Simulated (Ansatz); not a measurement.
Runs of Ansatz 0.2.0 on SrVO3. Symmetry: Pm-3m, No. 221, cubic system. Conventional cell: a = 3.841 Å, b = 3.841 Å, c = 3.841 Å, α = 90.00°, β = 90.00°, γ = 90.00°. Around Sr (site symmetry m-3m) lie 12 O at 2.72 Å. Around V (site symmetry m-3m) lie 6 O at 1.92 Å. O (site symmetry 4/mmm) is surrounded by 2 V at 1.92 Å. 

| task | level | k mesh | cutoff (eV) | points for each segment of the path | gap on the mesh (eV) | pressure (GPa) | moment (μB) |
| --- | --- | --- | --- | --- | --- | --- | --- |
| band structure | r2SCAN | 7 × 7 × 7 | 500 | 14 | none | 0.1 | (a) |
| band structure | PBEsol | 7 × 7 × 7 | 420 | 14 | none | -4.7 | 0.00 |
| single point | PBE | 12 × 12 × 12 | 420 | - | none | 2.4 | 0.00 |
| band structure | PBE | 5 × 5 × 5 | 420 | 14 | none | 3.3 | 0.76 |
| single point | PBE | 7 × 7 × 7 | 600 | - | none | (b) | 0.00 |

Alike in all rows: potentials or basis Ansatz PAW; spin collinear, ferromagnetic start; cell as given; smearing fermi-dirac 0.05 eV.

**Question.** Estimate the missing entries.

**Answer.** (a) 1.00; (b) 2.3.

Caveats: semilocal functionals often make such compounds metallic where correlation or magnetic order opens a gap, which also shifts bond lengths; the PAW data sets come from PBE, with cores solved anew for the run's functional, which leaves a small shift of forces and pressure (some runs); the magnetic or orbital state may not be the lowest (some runs).

A k mesh can miss the band edges, and the runs leave out spin-orbit coupling on Sr.

A gap of «none» marks a metal or a gap under the smearing width.

Not every run made on this cell is shown here.
